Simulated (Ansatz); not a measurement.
**Hf: how the settings move a single-point run**

How sensitive is a single-point run of Hf to its settings? A reference run comes first, then one run with altered input.

Program: Ansatz 0.2.0. Level of theory: reference: DFT, PBE, PAW with Ansatz's default frozen-core files, fully relativistic files with spin-orbit coupling. These are calculated values, not measurements.

## (1) The system as given

It takes space group Im-3m (No. 229, cubic). Conventional cell: a = 3.610 Å, b = 3.610 Å, c = 3.610 Å, α = 90.00°, β = 90.00°, γ = 90.00°. Hf (site symmetry m-3m) has 8 Hf at 3.13 Å in its first shell of neighbours.

Coordinates:

```cif
data_structure
_symmetry_space_group_name_H-M 'Im-3m'
_symmetry_Int_Tables_number 229
_cell_length_a 3.6100
_cell_length_b 3.6100
_cell_length_c 3.6100
_cell_angle_alpha 90.000
_cell_angle_beta 90.000
_cell_angle_gamma 90.000
_cell_volume 47.05
loop_
_atom_site_label
_atom_site_type_symbol
_atom_site_symmetry_multiplicity
_atom_site_Wyckoff_symbol
_atom_site_fract_x
_atom_site_fract_y
_atom_site_fract_z
_atom_site_occupancy
Hf1 Hf 2 a 0.00000 0.00000 0.00000 1
```

## (2) Reference

The input, input.yaml:

```yaml
crystal:
  lattice:
    - [-1.805, 1.805, 1.805]
    - [1.805, -1.805, 1.805]
    - [1.805, 1.805, -1.805]
  atoms:
    - { symbol: Hf, position: [0.0, 0.0, 0.0] }
kpoints:
  mp_grid: { grid: [16, 16, 16] }
  band_path:
    path:
      - [0.0, 0.0, 0.0]
      - [0.5, -0.5, 0.5]
      - [0.0, 0.0, 0.5]
      - [0.0, 0.0, 0.0]
      - [0.25, 0.25, 0.25]
      - [0.5, -0.5, 0.5]
      - [0.25, 0.25, 0.25]
      - [0.0, 0.0, 0.5]
    npoints: 5
scf:
  occupations: { method: fermi_dirac, width: 0.08 }
hamiltonian:
  xc: pbe
  pseudopotentials: { kind: paw_fr }
output:
  forces: true
  stress: true
  eigenvalues: true
  efg: { contact_densities: true }
  write_density: true
  write_potential: true
  elf: true
  volumetric_format: npy
magnetization:
  noncollinear: true
  spin_orbit: true
```

The run is started by

```console
ansatz run input.yaml --threads 1 --pin off --max-ram 2048MiB --backend cpu --events-out ev --progress --plain --runs-dir out
```

## (3) Changed: xc_grid 3

Changes to input.yaml since step 2:

```diff
@@ -30,6 +30,2 @@
   efg: { contact_densities: true }
-  write_density: true
-  write_potential: true
-  elf: true
-  volumetric_format: npy
 magnetization:
@@ -37 +33,3 @@
   spin_orbit: true
+basis:
+  xc_grid: 3
```

Q: Predict the outcome of this session. Wanted: for each run, ending; energy change; pressure; gap; force.

**Answer**, as computed:

| run | ending | energy change | pressure (GPa) | gap (eV) | force (eV/Å) | cycles | time |
| --- | --- | --- | --- | --- | --- | --- | --- |
| reference | converged | 0 | -5.0 | 0.00 | 0.00 | 8 | 33 s |
| 1: xc_grid 3 | converged | 0.0 meV/atom | -5.0 | 0.00 | 0.00 | 8 | 28 s |

Times don't compare one to one where runs were asked for different outputs or read a saved state (see the inputs); cycles may leave out searches for a lower state.

Residual by cycle in the longest SCF loop of each run; runs are numbered as in the table. The quantity is the density residual dr2, in eV.

| cycle | reference | run 1 |
| --- | --- | --- |
| 1 | 0.318 | 0.318 |
| 2 | 0.197 | 0.197 |
| 3 | 0.0193 | 0.0193 |
| 4 | 6.9e-4 | 6.9e-4 |
| 5 | 3.6e-4 | 3.6e-4 |
| 6 | 2.9e-6 | 2.9e-6 |
| 7 | 1.5e-7 | 1.5e-7 |
| 8 | 4.1e-9 | 4.2e-9 |

**Reading.** Changing the numerical grids leaves the energy as it was (0.0 meV/atom).
